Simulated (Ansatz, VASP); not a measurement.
## One calculation of Si, two programs

```
Si
1.0
     0.00000    1.67000    1.67000
     1.67000    0.00000    1.67000
     1.67000    1.67000    0.00000
Si
1
Cartesian
  0.0000 0.0000 0.0000
```

This isn't the form of Si at room conditions, which is diamond.

Alike in both runs: task relaxation of cell and atoms; functional PBE; k mesh 22 × 22 × 22; occupations fermi-dirac, width 0.05 eV; no spin polarisation.

|  | VASP | Ansatz |
| --- | --- | --- |
| version | VASP 6.6.1 | Ansatz 0.2.0 |
| potentials or method | VASP PAW PBE potentials, release 64 (Si) | plane waves, PAW |
| plane-wave cutoff (eV) | 600 | 420 |
| valence electrons in the cell | 4 | 4 |

Ansatz gave:

- relaxed volume (Å³/atom): 14.46
- relaxed cell length with the largest relative difference (Å): 2.735
- energy change over the relaxation (meV/atom): -1027

**Question.** Estimate VASP's values.

**Answer.** Relaxed volume (Å³/atom): 14.46; relaxed cell length with the largest relative difference (Å): 2.735; energy change over the relaxation (meV/atom): -1020.

Caveats: the volume moved by over 15 % at a fixed basis, so the end points are rough (VASP); the volume moved by +55 % from the deposited cell, more than functionals usually miss. PBE usually gives volumes a little too large and moduli too small. Zero-point motion and thermal expansion aren't in these numbers.
